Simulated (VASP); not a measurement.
## HW3C4: single point with PBEsol

Slab: HW3C4, a slab with vacuum.

```xyz
8
Lattice="2.8984 0.0000 0.0000 -1.4492 2.5101 0.0000 0.0000 0.0000 27.1690" Properties=species:S:1:pos:R:3 pbc="T T T"
C     1.4492    0.8367    8.5000
C     1.4492    0.8367   11.3276
C     1.4492    0.8367   14.1844
C     0.0000    0.0000   17.5076
W     0.0000    0.0000    9.9138
W     0.0000    0.0000   12.7430
W     0.0000    0.0000   15.6147
H     0.0000    0.0000   18.6087
```

```yaml
Program: VASP 6.6.1
Task: single point
Functional: PBEsol
Potentials_or_basis: VASP PAW PBE potentials, release 64 (C, W_sv, H)
Cutoff: 520 eV
k_mesh: 12 × 12 × 1
Occupations: gaussian, width 0.1 eV
Spin: no spin polarisation
Dipole_correction: yes
Further_INCAR_settings: ALGO = Fast; EDIFF = 1e-06; NBANDS = 40
```

```
Largest force                   : 5.640 eV/Å
Band gap on the k mesh          : none (metal or under the smearing width)
Work function of the upper face : 2.77 eV
Work function of the lower face : 6.29 eV
```

Forces on the atoms (eV/Å):
```
C    0.000  0.000  4.600
C    0.000  0.000  0.967
C    0.000  0.000  0.004
C    0.000  0.000  0.026
W    0.000  0.000 -5.640
W    0.000  0.000  0.014
W    0.000  0.000  0.000
H    0.000  0.000  0.028
```

Levels at points of the mesh, in eV from the Fermi level:
| k point | band 26 | band 27 | band 28 | band 29 | band 30 | band 31 | band 32 | band 33 |
| --- | --- | --- | --- | --- | --- | --- | --- | --- |
| (0.00, 0.00, 0.00) | -1.25 | -0.35 | -0.35 | 0.13 | 0.35 | 0.35 | 0.88 | 1.71 |
| (0.50, 0.00, 0.00) | -2.49 | -1.94 | -0.63 | -0.28 | 0.57 | 0.78 | 2.21 | 3.54 |

It took 3.8 min on 1 thread of Intel(R) Xeon(R) 6975P-C (Granite Rapids), on a shared host, peak memory 0.42 GiB.

Caveat: the PAW data sets were made with another functional, which shifts forces and pressure a little. Spin-orbit coupling is left out, which matters for the levels of W.
